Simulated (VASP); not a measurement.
## BaS (strained rocksalt): one PBE single-point calculation in two programs

```xyz
2
Lattice="0.0000 3.3136 3.3136 3.3136 0.0000 3.3136 3.3136 3.3136 0.0000" Properties=species:S:1:pos:R:3 pbc="T T T"
Ba    0.0000    0.0000    0.0000
S     3.3136    3.3136    3.3136
```

The two codes use different PAW datasets and cutoffs. VASP's cell holds 16 valence electrons and Ansatz's 16. Ansatz's stress includes a Pulay correction; VASP's doesn't.

Cutoffs: 520 eV in VASP, 420 eV in Ansatz. k meshes: 8×8×8 and 8×8×8.

```tsv
	VASP	Ansatz
gap between bands v and c	2.26 eV	2.34 eV
least direct gap	2.44 eV	2.49 eV
pressure	-2.7 GPa	-3.1 GPa
```

Band v is the last that the valence electrons fill when counted band by band, and c is the next. Levels in eV from the top of v, Ansatz:

```csv
point,v−1,v,c,c+1
Γ,0.00,0.00,3.16,3.90
X,-0.16,-0.16,2.34,5.46
K,-0.54,-0.50,3.33,5.58
L,-0.84,-0.84,5.24,5.25
W,-0.48,-0.48,4.17,4.17
```

VASP:

| point | v−1 | v | c | c+1 |
| --- | --- | --- | --- | --- |
| Γ | 0.00 | 0.00 | 3.09 | 3.83 |
| X | -0.18 | -0.18 | 2.26 | 5.39 |
| K | -0.59 | -0.54 | 3.29 | 5.60 |
| L | -0.89 | -0.89 | 5.16 | 5.35 |
| W | -0.53 | -0.53 | 4.16 | 4.16 |
